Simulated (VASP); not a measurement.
# MgO (Fm-3m) in VASP: band structure with HSE06

Aim: the band structure of MgO with HSE06.

All numbers are computed with VASP 6.6.1; they aren't measurements. Logs are shortened: lines on timing, memory, paths and dates and some standing lists are left out, and cuts for length are marked.

**Measured values to compare with.**

“Electronic structure of alkaline earth and post-transition metal oxides”, 2009, arxiv:0908.1581 quotes, for a bulk crystal of MgO: band gap 7.83 eV.

The results are compared with them further down.

### 1 The structure

It takes space group Fm-3m (No. 225, cubic). The conventional cell has a = 4.217 Å, b = 4.217 Å, c = 4.217 Å, α = 90.00°, β = 90.00°, γ = 90.00°. Mg (site symmetry m-3m) has 6 O at 2.11 Å as nearest neighbours. O (site symmetry m-3m) has 6 Mg at 2.11 Å as nearest neighbours.

### 2 Band structure, HSE06

POSCAR reads:

```
MgO
1.0
    0.0000000000      2.1085000000      2.1085000000
    2.1085000000      0.0000000000      2.1085000000
    2.1085000000      2.1085000000      0.0000000000
Mg O
1 1
Direct
    0.0000000000      0.0000000000      0.0000000000
    0.5000000000      0.5000000000      0.5000000000
```

INCAR.step1 reads:

```
SYSTEM = MgO
PREC = Accurate ; ENCUT = 520
EDIFF = 1E-5 ; ISMEAR = 0
SIGMA = 0.02 ; LREAL = .FALSE.
LASPH = .TRUE. ; NELM = 80
ALGO = Normal ; ISIF = 2
LWAVE = .TRUE. ; LCHARG = .FALSE.
NBANDS = 11 ; GGA = PE
```

INCAR.step2 reads:

```
SYSTEM = MgO
PREC = Accurate ; ENCUT = 520
EDIFF = 1E-7 ; ISMEAR = 0
SIGMA = 0.02 ; LREAL = .FALSE.
LASPH = .TRUE. ; NELM = 80
ALGO = Normal ; ISIF = 2
LWAVE = .FALSE. ; LCHARG = .FALSE.
GGA = PE ; LHFCALC = .TRUE.
HFSCREEN = 0.2 ; PRECFOCK = Fast
NBANDS = 11 ; ISTART = 1
```

KPOINTS reads:

```
regular mesh
0
G
  8 8 8
  0 0 0
```

KPOINTS_OPT reads:

```
path GXWKGLUWLK,UX
12
line-mode
reciprocal
 0.0000000000  0.0000000000  0.0000000000  G
 0.5000000000  0.0000000000  0.5000000000  X

 0.5000000000  0.0000000000  0.5000000000  X
 0.5000000000  0.2500000000  0.7500000000  W

 0.5000000000  0.2500000000  0.7500000000  W
 0.3750000000  0.3750000000  0.7500000000  K

 0.3750000000  0.3750000000  0.7500000000  K
 0.0000000000  0.0000000000  0.0000000000  G

 0.0000000000  0.0000000000  0.0000000000  G
 0.5000000000  0.5000000000  0.5000000000  L

 0.5000000000  0.5000000000  0.5000000000  L
 0.6250000000  0.2500000000  0.6250000000  U

 0.6250000000  0.2500000000  0.6250000000  U
 0.5000000000  0.2500000000  0.7500000000  W

 0.5000000000  0.2500000000  0.7500000000  W
 0.5000000000  0.5000000000  0.5000000000  L

 0.5000000000  0.5000000000  0.5000000000  L
 0.3750000000  0.3750000000  0.7500000000  K

 0.6250000000  0.2500000000  0.6250000000  U
 0.5000000000  0.0000000000  0.5000000000  X
```

Potentials or basis: VASP PAW PBE potentials, release 64 (Mg, O).

Started as:

```console
> cat potpaw_PBE.64/Mg/POTCAR potpaw_PBE.64/O/POTCAR > POTCAR
> cp INCAR.step1 INCAR
> mpirun -np 1 vasp_std > vasp.out
> cp INCAR.step2 INCAR
> mpirun -np 1 vasp_std > vasp.out
```

OUTCAR:

```text
SYSTEM = MgO
   PREC = Accurate
   ENCUT = 520
   EDIFF = 1E-7
   ISMEAR = 0
   LREAL = .FALSE.
   LASPH = .TRUE.
   NELM = 80
   ISIF = 2
   GGA = PE
   LHFCALC = .TRUE.
   HFSCREEN = 0.2
   PRECFOCK = Fast
   ISTART = 1

 ion  position               nearest neighbor table
   1  0.000  0.000  0.000-   2 2.11   2 2.11   2 2.11   2 2.11   2 2.11   2 2.11
   2  0.500  0.500  0.500-   1 2.11   1 2.11   1 2.11   1 2.11   1 2.11   1 2.11

  LATTYP: Found a face centered cubic cell.
 ALAT       =     4.2170000000

  Lattice vectors:

 A1 = (   0.0000000000,   2.1085000000,   2.1085000000)
 A2 = (   2.1085000000,   0.0000000000,   2.1085000000)
 A3 = (   2.1085000000,   2.1085000000,   0.0000000000)

Analysis of symmetry for initial positions (statically):
=====================================================================
 Subroutine PRICEL returns:
 Original cell was already a primitive cell.

 Routine SETGRP: Setting up the symmetry group for a
 face centered cubic supercell.

 Subroutine GETGRP returns: Found 48 space group operations
 (whereof 48 operations were pure point group operations)
 out of a pool of 48 trial point group operations.

The static configuration has the point symmetry O_h .

Analysis of symmetry for dynamics (positions and initial velocities):
=====================================================================
 Subroutine PRICEL returns:
 Original cell was already a primitive cell.

 Routine SETGRP: Setting up the symmetry group for a
 face centered cubic supercell.

 Subroutine GETGRP returns: Found 48 space group operations
 (whereof 48 operations were pure point group operations)
 out of a pool of 48 trial point group operations.

The dynamic configuration has the point symmetry O_h .

 Subroutine INISYM returns: Found 48 space group operations
 (whereof 48 operations are pure point group operations),
 and found     1 'primitive' translations

----------------------------------------------------------------------------------------

                                     Primitive cell

  volume of cell :      18.7478

  direct lattice vectors                    reciprocal lattice vectors
     0.000000000  2.108500000  2.108500000    -0.237135404  0.237135404  0.237135404
     2.108500000  0.000000000  2.108500000     0.237135404 -0.237135404  0.237135404
     2.108500000  2.108500000  0.000000000     0.237135404  0.237135404 -0.237135404

  length of vectors
     2.981869296  2.981869296  2.981869296     0.410730569  0.410730569  0.410730569

  position of ions in fractional coordinates (direct lattice)
     0.000000000  0.000000000  0.000000000
     0.500000000  0.500000000  0.500000000

  ion indices of the primitive-cell ions
   primitive index   ion index
                 1           1
                 2           2

----------------------------------------------------------------------------------------

 KPOINTS: regular mesh

Automatic generation of k-mesh.
 Grid dimensions read from file:
 generate k-points for:    8    8    8

 Generating k-lattice:

  Cartesian coordinates                     Fractional coordinates (reciprocal lattice)
    -0.029641926  0.029641926  0.029641926     0.125000000  0.000000000  0.000000000
     0.029641926 -0.029641926  0.029641926     0.000000000  0.125000000  0.000000000
     0.029641926  0.029641926 -0.029641926     0.000000000  0.000000000  0.125000000

  Length of vectors
     0.051341321  0.051341321  0.051341321

  Shift w.r.t. Gamma in fractional coordinates (k-lattice)
     0.000000000  0.000000000  0.000000000

 Subroutine IBZKPT returns following result:
 ===========================================

 Found     29 irreducible k-points:

 Following reciprocal coordinates:
            Coordinates               Weight
  0.000000  0.000000  0.000000      1.000000
  0.125000  0.000000  0.000000      8.000000
  0.250000  0.000000  0.000000      8.000000
  0.375000  0.000000  0.000000      8.000000
  0.500000  0.000000  0.000000      4.000000
  0.125000  0.125000  0.000000      6.000000
[... 16 lines left out ...]
  0.500000  0.250000  0.125000     48.000000
 -0.375000  0.250000  0.125000     24.000000
 [... further k-points ...]
   k-points           NKPTS =     29   k-points in BZ     NKDIM =    512   number of bands    NBANDS=     11
   number of dos      NEDOS =    301   number of ions     NIONS =      2
   total plane-waves  NPLWV =  13824
   dimension x,y,z NGX =    24 NGY =   24 NGZ =   24
   dimension x,y,z NGXF=    48 NGYF=   48 NGZF=   48
   ions per type =               1   1
   NGX,Y,Z   is equivalent  to a cutoff of  13.38, 13.38, 13.38 a.u.
   NGXF,Y,Z  is equivalent  to a cutoff of  26.76, 26.76, 26.76 a.u.
 SYSTEM =  MgO
   PREC   = accura    normal or accurate (medium, high low for compatibility)
   ISTART =      1    job   : 0-new  1-cont  2-samecut
   ICHARG =      0    charge: 1-file 2-atom 10-const
   ISPIN  =      1    spin polarized calculation?
   LNONCOLLINEAR =      F non collinear calculations
   LSORBIT =      F    spin-orbit coupling
   LASPH  =      T    aspherical Exc in radial PAW
   ENCUT  =  520.0 eV  38.22 Ry    6.18 a.u.   5.54  5.54  5.54*2*pi/ulx,y,z
   NELM   =     80;   NELMIN=  2; NELMDL=  0     # of ELM steps
   EDIFF  = 0.1E-06   stopping-criterion for ELM
   LREAL  =      F    real-space projection
   EDIFFG = 0.1E-05   stopping-criterion for IOM
   NSW    =      0    number of steps for IOM
   IBRION =     -1    ionic relax: 0-MD 1-quasi-New 2-CG
   NFREE  =      0    steps in history (QN), initial steepest desc. (CG)
   ISIF   =      2    stress and relaxation
   ISYM   =      3    0-nonsym 1-usesym 2-fastsym
   POTIM  = 0.5000    time-step for ionic-motion
   TEBEG  =    0.0;   TEEND  =   0.0 temperature during run
   PSTRESS=    0.0 pullay stress
   NELECT =       8.0000    total number of electrons
   NUPDOWN=      -1.0000    fix difference up-down
   EMIN   =  10.00;   EMAX   =-10.00  energy-range for DOS
   EFERMI =   0.00;   METHOD = LEGACY
   ISMEAR =     0;   SIGMA  =   0.02  broadening in eV -4-tet -1-fermi 0-gaus
   EFERMI_NEDOS =   21; number of points for ismear=-14 and -15
   IALGO  =     38    algorithm
   IMIX   =      1    mixing-type and parameters
     AMIX     =   0.40;   BMIX     =  1.00
     AMIX_MAG =   1.60;   BMIX_MAG =  1.00
  volume/ion in A,a.u.               =       9.37        63.26
  Fermi-wavevector in a.u.,A,eV,Ry     =   1.232503  2.329092 20.668107  1.519063
  Thomas-Fermi vector in A             =   2.367270
   LORBIT       =      0    0 simple, 1 ext, 2 COOP (PROOUT), +10 PAW based schemes
   GGA     = PE    functional components
   LHFCALC =     T    Hartree Fock is set to
   PRECFOCK=fast      Normal, Fast or Accurate (Low or Medium for compatibility)
   ENCUT4O =  -1.0   cutoff for four orbital integrals eV
   NKREDX  =     1    reduce k-point grid by
   NKREDY  =     1    reduce k-point grid by
   NKREDZ  =     1    reduce k-point grid by
   AEXX    =    0.2500 exact exchange contribution
   HFSCREEN=    0.2000 screening length (either q_TF or 0.3 A-1)
   HFSCREENC=   0.2000 screening length for correlation (either q_TF or 0.3 A-1)
   ENCUTFOCK=  -1.0 apply spherical cutoff to Coloumb kernel
   IVDW    =     0    specifies the selected vdW correction
   LEPSILON=     F    determine dielectric tensor
   LRPA    =     F    only Hartree local field effects (RPA)
 non-spin polarized calculation
 Gauss-broadening in eV      SIGMA  =   0.02
  energy-cutoff  :      520.00
  volume of cell :       18.75
 maximum number of plane-waves:       531
 NGX is ok and might be reduce to    24
  NGX = 14; NGY = 14; NGZ = 14

 number of electron       8.0000005 magnetization

 Free energy of the ion-electron system (eV)
  ---------------------------------------------------
  ext. energy  EPLUGINS =         0.00000000
  ---------------------------------------------------
  free energy    TOTEN  =       -14.23022166 eV

  energy without entropy =      -14.23022166  energy(sigma->0) =      -14.23022166

 E-fermi :   2.0917     XC(G=0):  -9.0703

 val. band max:        1.9028407210   @ k =   0.0000   0.0000   0.0000
 cond. band min:       8.3254145082   @ k =   0.0000   0.0000   0.0000
 fundamental gap:      6.4225737872
 Fermi energy:         2.0916719495

 k-point     1 :       0.0000    0.0000    0.0000
  band No.  band energies     occupation
      1     -16.9054      2.00000
      2       1.9028      2.00000
      3       1.9028      2.00000
      4       1.9028      2.00000
      5       8.3254      0.00000
      6      19.6562      0.00000
      7      19.6562      0.00000
      8      19.6562      0.00000
      9      23.5731      0.00000
     10      25.5054      0.00000
     11      25.5054      0.00000

 k-point     2 :       0.1250    0.0000    0.0000
  band No.  band energies     occupation
      1     -16.7347      2.00000
      2       0.9274      2.00000
      3       1.7911      2.00000
      4       1.7911      2.00000
      5       9.2578      0.00000
      6      17.9530      0.00000
      7      20.0349      0.00000
      8      20.0349      0.00000
      9      24.5311      0.00000
     10      24.5311      0.00000
     11      25.8371      0.00000

 k-point     3 :       0.2500    0.0000    0.0000
  band No.  band energies     occupation
      1     -16.2920      2.00000
      2      -0.8961      2.00000
      3       1.5334      2.00000
      4       1.5334      2.00000
      5      10.7836      0.00000
      6      16.4537      0.00000
      7      20.5591      0.00000
      8      20.5591      0.00000
      9      24.1509      0.00000
     10      24.1509      0.00000
     11      26.0622      0.00000
[... 267 lines left out ...]
 k-point    23 :       0.5000    0.2500    0.1250
  band No.  band energies     occupation
      1     -15.5833      2.00000
      2      -2.0376      2.00000
      3       0.0597      2.00000
      4       0.9656      2.00000
      5      13.3050      0.00000
      6      15.5620      0.00000
      7      17.8168      0.00000
      8      21.1772      0.00000
      9      23.7400      0.00000
     10      26.5332      0.00000
     11      30.1210      0.00000

 k-point    24 :      -0.3750    0.2500    0.1250
  band No.  band energies     occupation
      1     -15.4095      2.00000
      2      -2.3575      2.00000
      3      -0.1588      2.00000
      4       0.8364      2.00000
      5      13.4493      0.00000
      6      16.2409      0.00000
      7      17.3697      0.00000
      8      20.9138      0.00000
      9      24.5606      0.00000
     10      26.2283      0.00000
     11      30.2528      0.00000

 [... further k-points ...]

------------------------ aborting loop because EDIFF is reached ----------------------------------------

  FORCE on cell =-STRESS in cart. coord.  units (eV):
  Direction    XX          YY          ZZ          XY          YZ          ZX
  --------------------------------------------------------------------------------------
  -------------------------------------------------------------------------------------
  Total       -0.2503157     -0.2503157     -0.2503157      0.0000000      0.0000000      0.0000000
  in kB      -21.3918291    -21.3918291    -21.3918291      0.0000000      0.0000000      0.0000000
  external PRESSURE =     -21.3918291 kB  Pullay stress =       0.0000000 kB

 VOLUME and BASIS-vectors are now :
 -----------------------------------------------------------------------------
  energy-cutoff  :      520.00
  volume of cell :       18.75
      direct lattice vectors                 reciprocal lattice vectors
     0.000000000  2.108500000  2.108500000    -0.237135404  0.237135404  0.237135404
     2.108500000  0.000000000  2.108500000     0.237135404 -0.237135404  0.237135404
     2.108500000  2.108500000  0.000000000     0.237135404  0.237135404 -0.237135404

 POSITION                                       TOTAL-FORCE (eV/Angst)
 -----------------------------------------------------------------------------------
      0.00000      0.00000      0.00000         0.000000      0.000000      0.000000
      2.10850      2.10850      2.10850        -0.000000     -0.000000     -0.000000
 -----------------------------------------------------------------------------------
    total drift:                                0.000099      0.000134      0.000134

  FREE ENERGIE OF THE ION-ELECTRON SYSTEM (eV)
  ---------------------------------------------------
  free  energy   TOTEN  =       -14.2302216566 eV

  energy  without entropy=      -14.2302216566  energy(sigma->0) =      -14.23022166
```

It took 59 min on 1 thread of Intel Xeon Platinum 8375C at 2.90GHz (Ice Lake), shared host; peak memory 0.3 GiB.

What came out:

```yaml
Free_energy: -14.2302 eV
Pressure: -2.1 GPa
Band_gap_on_the_k_mesh: 6.42 eV, direct
Band_gap_along_the_path: 6.42 eV, direct
```

Levels at the corners of the path, in eV from the valence-band top:
| point | band 1 | band 2 | band 3 | band 4 | band 5 | band 6 | band 7 | band 8 |
| --- | --- | --- | --- | --- | --- | --- | --- | --- |
| Γ | -18.81 | 0.00 | 0.00 | 0.00 | 6.42 | 17.75 | 17.75 | 17.75 |
| X | -17.20 | -4.37 | -1.47 | -1.47 | 10.87 | 11.83 | 15.34 | 21.34 |
| X | -17.20 | -4.37 | -1.47 | -1.47 | 10.87 | 11.83 | 15.34 | 21.34 |
| W | -17.14 | -3.16 | -3.16 | -1.89 | 13.66 | 13.66 | 14.17 | 17.59 |
| W | -17.14 | -3.16 | -3.16 | -1.89 | 13.66 | 13.66 | 14.17 | 17.59 |
| K | -17.18 | -3.73 | -2.89 | -1.24 | 11.93 | 13.77 | 14.67 | 20.35 |
| K | -17.18 | -3.73 | -2.89 | -1.24 | 11.93 | 13.77 | 14.67 | 20.35 |
| Γ | -18.81 | 0.00 | 0.00 | 0.00 | 6.42 | 17.75 | 17.75 | 17.75 |
| Γ | -18.81 | 0.00 | 0.00 | 0.00 | 6.42 | 17.75 | 17.75 | 17.75 |
| L | -17.47 | -4.92 | -0.71 | -0.71 | 9.67 | 14.84 | 18.30 | 18.30 |
| L | -17.47 | -4.92 | -0.71 | -0.71 | 9.67 | 14.84 | 18.30 | 18.30 |
| U | -17.18 | -3.73 | -2.89 | -1.24 | 11.93 | 13.77 | 14.67 | 20.35 |
| U | -17.18 | -3.73 | -2.89 | -1.24 | 11.93 | 13.77 | 14.67 | 20.35 |
| W | -17.14 | -3.16 | -3.16 | -1.89 | 13.66 | 13.66 | 14.17 | 17.59 |
| W | -17.14 | -3.16 | -3.16 | -1.89 | 13.66 | 13.66 | 14.17 | 17.59 |
| L | -17.47 | -4.92 | -0.71 | -0.71 | 9.67 | 14.84 | 18.30 | 18.30 |
| L | -17.47 | -4.92 | -0.71 | -0.71 | 9.67 | 14.84 | 18.30 | 18.30 |
| K | -17.18 | -3.73 | -2.89 | -1.24 | 11.93 | 13.77 | 14.67 | 20.35 |
| U | -17.18 | -3.73 | -2.89 | -1.24 | 11.93 | 13.77 | 14.67 | 20.35 |
| X | -17.20 | -4.37 | -1.47 | -1.47 | 10.87 | 11.83 | 15.34 | 21.34 |

Caveat: the PAW data sets were made with another functional, which shifts forces and pressure a little.

### 3 How close it comes

Step 2. Measured gap of MgO: 7.83 eV (quoted in “Electronic structure of alkaline earth and post-transition metal oxides”, 2009, arxiv:0908.1581). This calculation gives 6.42 eV (-1.41 eV). The value is that of HSE06, without temperature or zero-point motion.
